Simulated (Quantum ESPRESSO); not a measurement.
# MgS (Niningerite) (Fm-3m) in Quantum ESPRESSO: further runs, part 2 of 4

Quantum ESPRESSO 7.5. Earlier steps stand in the parts before.

## (3) Phonons, PBE

pw.in

```
&CONTROL
  calculation = 'scf'
  prefix = 'pwscf'
  outdir = './tmp'
  pseudo_dir = './pseudo'
  tprnfor = .true.
  tstress = .true.
  disk_io = 'low'
/
&SYSTEM
  ibrav = 0
  nat = 2
  ntyp = 2
  ecutwfc = 84
  nbnd = 14
  occupations = 'smearing'
  smearing = 'fd'
  degauss = 0.00367493
/
&ELECTRONS
  conv_thr = 4d-10
  electron_maxstep = 120
  mixing_beta = 0.5
/
ATOMIC_SPECIES
S     32.0600 S.upf
Mg    24.3050 Mg.upf
CELL_PARAMETERS angstrom
   0.0000000000    2.6016500000    2.6016500000
   2.6016500000    0.0000000000    2.6016500000
   2.6016500000    2.6016500000    0.0000000000
ATOMIC_POSITIONS crystal
S      0.5000000000    0.5000000000    0.5000000000
Mg     0.0000000000    0.0000000000    0.0000000000
K_POINTS automatic
6 6 6 1 1 1
```

relax.in

```
&CONTROL
  calculation = 'vc-relax'
  prefix = 'pwscf'
  outdir = './tmp'
  pseudo_dir = './pseudo'
  tprnfor = .true.
  tstress = .true.
  disk_io = 'low'
  nstep = 40
  forc_conv_thr = 0.0001
  etot_conv_thr = 1d-06
/
&SYSTEM
  ibrav = 0
  nat = 2
  ntyp = 2
  ecutwfc = 84
  nbnd = 14
  occupations = 'smearing'
  smearing = 'fd'
  degauss = 0.00367493
/
&ELECTRONS
  conv_thr = 4d-10
  electron_maxstep = 120
  mixing_beta = 0.5
/
&IONS
  ion_dynamics = 'bfgs'
/
&CELL
  cell_dynamics = 'bfgs'
  press = 0
  press_conv_thr = 0.2
/
ATOMIC_SPECIES
S     32.0600 S.upf
Mg    24.3050 Mg.upf
CELL_PARAMETERS angstrom
   0.0000000000    2.6016500000    2.6016500000
   2.6016500000    0.0000000000    2.6016500000
   2.6016500000    2.6016500000    0.0000000000
ATOMIC_POSITIONS crystal
S      0.5000000000    0.5000000000    0.5000000000
Mg     0.0000000000    0.0000000000    0.0000000000
K_POINTS automatic
6 6 6 1 1 1
```

scf2.in

```
&CONTROL
  calculation = 'scf'
  prefix = 'pwscf'
  outdir = './tmp'
  pseudo_dir = './pseudo'
  tprnfor = .true.
  tstress = .true.
  disk_io = 'low'
/
&SYSTEM
  ibrav = 0
  nat = 2
  ntyp = 2
  ecutwfc = 84
  nbnd = 14
  occupations = 'fixed'
/
&ELECTRONS
  conv_thr = 1d-13
  electron_maxstep = 120
  mixing_beta = 0.5
  startingpot = 'file'
  startingwfc = 'file'
/
ATOMIC_SPECIES
S     32.0600 S.upf
Mg    24.3050 Mg.upf
CELL_PARAMETERS angstrom
   0.0000000000    2.6153370953    2.6153370953
   2.6153370953    0.0000000000    2.6153370953
   2.6153370953    2.6153370953    0.0000000000
ATOMIC_POSITIONS crystal
S      0.5000000000    0.5000000000    0.5000000000
Mg     0.0000000000    0.0000000000    0.0000000000
K_POINTS automatic
6 6 6 1 1 1
```

ph.in

```
phonons of MgS
&INPUTPH
  prefix = 'pwscf'
  outdir = './tmp'
  tr2_ph = 1d-18
  fildyn = 'dyn'
  niter_ph = 90
  alpha_mix(1) = 0.7
  epsil = .true.
/
0.0000000000 0.0000000000 0.0000000000
```

dynmat.in

```
&INPUT
  fildyn = 'dyn'
  asr = 'crystal'
  lperm = .true.
  filout = 'dynmat.disp'
  fileig = 'dynmat.eig'
/
```

dynmat_lo.in

```
&INPUT
  fildyn = 'dyn'
  asr = 'crystal'
  filout = 'dynmat_lo.disp'
  fileig = 'dynmat_lo.eig'
  q(1) = 0
  q(2) = 0
  q(3) = 1
/
```

Potentials or basis: PseudoDojo 0.4.1 SR PBE standard.

The run is started by

```console
$ OMP_NUM_THREADS=1 mpirun -n 4 pw.x -nk 4 -in pw.in > pw.out
$ OMP_NUM_THREADS=1 mpirun -n 4 pw.x -nk 4 -in relax.in > relax.out
$ OMP_NUM_THREADS=1 mpirun -n 4 pw.x -nk 4 -in scf2.in > scf2.out
$ OMP_NUM_THREADS=1 mpirun -n 4 ph.x -nk 4 -in ph.in > ph.out
$ OMP_NUM_THREADS=1 mpirun -n 1 dynmat.x -in dynmat.in > dynmat.out
$ OMP_NUM_THREADS=1 mpirun -n 1 dynmat.x -in dynmat_lo.in > dynmat_lo.out
```

pw.out:

```text
This program is part of the open-source Quantum ESPRESSO suite
     for quantum simulation of materials; please cite
[... 6 lines left out ...]
     using ibrav=0 with symmetry is DISCOURAGED, use correct ibrav instead

     K-points division:     npool     =       4
     Subspace diagonalization in iterative solution of the eigenvalue problem:
     a serial algorithm will be used

     G-vector sticks info
     --------------------
     sticks:   dense  smooth     PW     G-vecs:    dense   smooth      PW
     Sum        1123    1123    337                24693    24693    4015

     Using Slab Decomposition

     bravais-lattice index     =            0
     lattice parameter (alat)  =       6.9528  a.u.
     unit-cell volume          =     237.6694 (a.u.)^3
     number of atoms/cell      =            2
     number of atomic types    =            2
     number of electrons       =        16.00
     number of Kohn-Sham states=           14
     kinetic-energy cutoff     =      84.0000  Ry
     charge density cutoff     =     336.0000  Ry
     scf convergence threshold =      4.0E-10
     mixing beta               =       0.5000
     number of iterations used =            8  plain     mixing
     Exchange-correlation= PBE
                           (   1   4   3   4   0   0   0)

     celldm(1)=   6.952848  celldm(2)=   0.000000  celldm(3)=   0.000000
     celldm(4)=   0.000000  celldm(5)=   0.000000  celldm(6)=   0.000000

     crystal axes: (cart. coord. in units of alat)
               a(1) = (   0.000000   0.707107   0.707107 )
               a(2) = (   0.707107   0.000000   0.707107 )
               a(3) = (   0.707107   0.707107   0.000000 )

     reciprocal axes: (cart. coord. in units 2 pi/alat)
               b(1) = ( -0.707107  0.707107  0.707107 )
               b(2) = (  0.707107 -0.707107  0.707107 )
               b(3) = (  0.707107  0.707107 -0.707107 )

     PseudoPot. # 1 for S  read from file:
     S.upf
     Pseudo is Norm-conserving + core correction, Zval =  6.0
     Generated using ONCVPSP code by D. R. Hamann
     Using radial grid of 1146 points,  6 beta functions with:
                l(1) =   0
                l(2) =   0
                l(3) =   1
                l(4) =   1
                l(5) =   2
                l(6) =   2

     PseudoPot. # 2 for Mg read from file:
     Mg.upf
     Pseudo is Norm-conserving, Zval = 10.0
     Generated using ONCVPSP code by D. R. Hamann
     Using radial grid of 1510 points,  4 beta functions with:
                l(1) =   0
                l(2) =   0
                l(3) =   1
                l(4) =   1

     atomic species   valence    mass     pseudopotential
     S                 6.00    32.06000     S ( 1.00)
     Mg               10.00    24.30500     Mg( 1.00)

     48 Sym. Ops., with inversion, found

   Cartesian axes

     site n.     atom                  positions (alat units)
         1        S      tau(   1) = (   0.7071068   0.7071068   0.7071068  )
         2        Mg     tau(   2) = (   0.0000000   0.0000000   0.0000000  )

     number of k points=    28  Fermi-Dirac smearing, width (Ry)=  0.0037
                       cart. coord. in units 2pi/alat
        k(    1) = (   0.0589256   0.0589256   0.0589256), wk =   0.0185185
        k(    2) = (   0.1767767   0.1767767  -0.0589256), wk =   0.0555556
        k(    3) = (   0.2946278   0.2946278  -0.1767767), wk =   0.0555556
        k(    4) = (  -0.2946278  -0.2946278   0.4124790), wk =   0.0555556
        k(    5) = (  -0.1767767  -0.1767767   0.2946278), wk =   0.0555556
        k(    6) = (  -0.0589256  -0.0589256   0.1767767), wk =   0.0555556
[... 20 lines left out ...]
        k(   27) = (   0.2946278   0.2946278   0.2946278), wk =   0.0185185
        k(   28) = (  -0.2946278  -0.2946278   0.8838835), wk =   0.0555556

     Dense  grid:    24693 G-vectors     FFT dimensions: (  45,  45,  45)

     Initial potential from superposition of free atoms

     starting charge      15.9992, renormalised to      16.0000
     Starting wfcs are    9 randomized atomic wfcs +    5 random wfcs

     Self-consistent Calculation

     iteration #  1     ecut=    84.00 Ry     beta= 0.50
     Davidson diagonalization with overlap
     ethr =  1.00E-02,  avg # of iterations =  6.9

     Threshold (ethr) on eigenvalues was too large:
     Diagonalizing with lowered threshold

     Davidson diagonalization with overlap
     ethr =  5.68E-04,  avg # of iterations =  1.1

     total energy              =    -141.06098896 Ry
     estimated scf accuracy    <       0.09071530 Ry
[... 43 lines left out ...]
     iteration #  8     ecut=    84.00 Ry     beta= 0.50
     Davidson diagonalization with overlap
     ethr =  6.86E-12,  avg # of iterations =  3.3

     End of self-consistent calculation

          k = 0.0589 0.0589 0.0589 (  3092 PWs)   bands (ev):

   -68.4081 -35.1626 -35.1622 -35.1622  -6.2297   5.8382   6.3192   6.3192
    10.5137  14.1170  14.4537  14.4537  16.3110  16.3110
[... 73 lines left out ...]
   -68.4077 -35.1678 -35.1648 -35.1645  -4.6540   2.2868   4.4430   4.7476
     9.4485  11.0886  17.7779  18.0097  19.4498  20.5881

          k =-0.5303 0.1768-0.0589 (  3092 PWs)   bands (ev):

   -68.4077 -35.1672 -35.1647 -35.1641  -4.8537   2.5811   4.2736   4.8796
    10.6750  12.3013  15.0149  16.6728  18.7208  21.1217

          k =-0.4125 0.0589 0.0589 (  3094 PWs)   bands (ev):
[... 51 lines left out ...]
   -68.4077 -35.1681 -35.1642 -35.1633  -4.8781   1.8886   4.6182   5.5694
    11.6514  12.8176  13.9996  16.3341  19.0225  19.1387

     the Fermi energy is     7.5475 ev

!    total energy              =    -141.07689643 Ry
     estimated scf accuracy    <          1.5E-10 Ry
     smearing contrib. (-TS)   =      -0.00000000 Ry
     internal energy E=F+TS    =    -141.07689643 Ry

     The total energy is F=E-TS. E is the sum of the following terms:
     one-electron contribution =     -86.43765610 Ry
     hartree contribution      =      44.42277519 Ry
     xc contribution           =     -22.34853900 Ry
     ewald contribution        =     -76.71347653 Ry

     convergence has been achieved in   8 iterations

     Forces acting on atoms (cartesian axes, Ry/au):

     atom    1 type  1   force =     0.00000000    0.00000000   -0.00000000
     atom    2 type  2   force =    -0.00000000   -0.00000000    0.00000000

     Total force =     0.000000     Total SCF correction =     0.000000

     Computing stress (Cartesian axis) and pressure

          total   stress  (Ry/bohr**3)                   (kbar)     P=       12.16
   0.00008264  -0.00000000  -0.00000000           12.16       -0.00       -0.00
  -0.00000000   0.00008264  -0.00000000           -0.00       12.16       -0.00
  -0.00000000  -0.00000000   0.00008264           -0.00       -0.00       12.16

=------------------------------------------------------------------------------=
   JOB DONE.
=------------------------------------------------------------------------------=
```

Wall time 2.4 min (4 MPI ranks of Arm Neoverse V2, shared host); peak memory 0.44 GiB.

Results:

| Quantity | Value |
| --- | --- |
| Free energy | -1919.4511 eV |
| Relaxed volume | 17.89 Å³/atom |
| Relaxed cell | a = 3.699 Å, b = 3.699 Å, c = 3.699 Å, α = 60.00°, β = 60.00°, γ = 60.00° |
| Space group after relaxing (to 0.05 Å) | Fm-3m (No. 225) |
| Pressure after relaxing | 0.0 GPa |
| Electronic dielectric tensor (diagonal) | 5.43 |
| Born charges (mean of the diagonal) | S -2.35; Mg +2.35 e |
| Highest phonon frequency at Γ, LO-TO splitting left out | 231 cm⁻¹ |
| Static dielectric tensor (diagonal) | 15.89 |

The path:
```
step  energy change (eV)  largest force (eV/Å)  pressure (GPa)  volume (Å³)
   1              0.0000                0.0000            1.22        35.22
   2             -0.0013                0.0000            0.73        35.44
   3             -0.0020                0.0000            0.21        35.68
   4             -0.0021                0.0000            0.00        35.78
   5             -0.0021                0.0000            0.00        35.78
```

Final structure:
```cif
data_structure
_symmetry_space_group_name_H-M 'P 1'
_symmetry_Int_Tables_number 1
_cell_length_a 3.6986
_cell_length_b 3.6986
_cell_length_c 3.6986
_cell_angle_alpha 60.000
_cell_angle_beta 60.000
_cell_angle_gamma 60.000
_cell_volume 35.78
loop_
_atom_site_label
_atom_site_type_symbol
_atom_site_fract_x
_atom_site_fract_y
_atom_site_fract_z
_atom_site_occupancy
S1 S 0.50000 0.50000 0.50000 1
Mg1 Mg 0.00000 0.00000 0.00000 1
```

Phonon frequencies in cm⁻¹ (negative: imaginary):
```csv
q point,frequencies
"(0.000, 0.000, 0.000)",46 46 46 231 231 231
```

Electronic dielectric tensor:
```
5.43 0.00 0.00
0.00 5.43 0.00
0.00 0.00 5.43
```

Born effective charge tensors (e):
atom 1, S
```
-2.35  0.00  0.00
 0.00 -2.35  0.00
 0.00  0.00 -2.35
```
atom 2, Mg
```
2.35 0.00 0.00
0.00 2.35 0.00
0.00 0.00 2.35
```

Optical modes at Γ, degenerate ones joined, polar ones without the macroscopic field:
| cm⁻¹ | components | symmetry | active in | IR intensity, summed ((D/Å)²/amu) |
| --- | --- | --- | --- | --- |
| 229 | 3 | T1u | IR | 27.67 |

Zone-centre frequencies without and with the macroscopic field along z (cm⁻¹):
|  | optical modes in rising order |
| --- | --- |
| without | 229 229 229 |
| with the field | 229 229 392 |

Static dielectric tensor, electrons and zone-centre modes:
```
15.89  0.00  0.00
 0.00 15.89  0.00
 0.00  0.00 15.89
```

Caveat: before the sum rule the acoustic modes lie tens of cm⁻¹ from zero, a sign that the density grid also shifts the optical modes.

[end of part 2 of 4]
